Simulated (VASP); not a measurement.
A run of VASP 6.6.1 is set up as follows.

File INCAR:

```
ALGO = Normal
EDIFF = 1E-7
EDIFFG = -0.01
ENCUT = 600
IBRION = 2
ISIF = 4
ISMEAR = 0
LASPH = True
LCHARG = False
LREAL = False
LWAVE = False
NELM = 80
NSW = 40
PREC = Accurate
SIGMA = 0.03
```

KPOINTS

```
k-points
0
Gamma
  12 12 6
```

File POSCAR:

```
Si                                      
1.0
    2.7166246916      0.0000000000      0.0000000000
   -1.3583123457      2.3526659954      0.0000000000
    0.0000000000      0.0000000000      4.5706378152
  Si            
     2
Direct
     0.3333333300000021    0.6666666699999979    0.2500000000000000
     0.6666666699999979    0.3333333300000021    0.7500000000000000
```

Potentials or basis: VASP PAW LDA potentials, release 64 (Si).

The run is started by

```sh
$ cat potpaw_LDA.64/Si/POTCAR > POTCAR
$ mpirun -np 1 vasp_std > vasp.out
```

**Question.** Estimate the band gap on the k mesh.

**Answer.** None (metal or under the smearing width).

Final structure:
```
Si
1.0
     2.71662    0.00000    0.00000
    -1.35831    2.35267    0.00000
     0.00000    0.00000    4.57064
Si
2
Cartesian
  0.0000 1.5684 1.1427
  1.3583 0.7842 3.4280
```

Caveat: the relaxation stopped at its first step, so nothing moved.
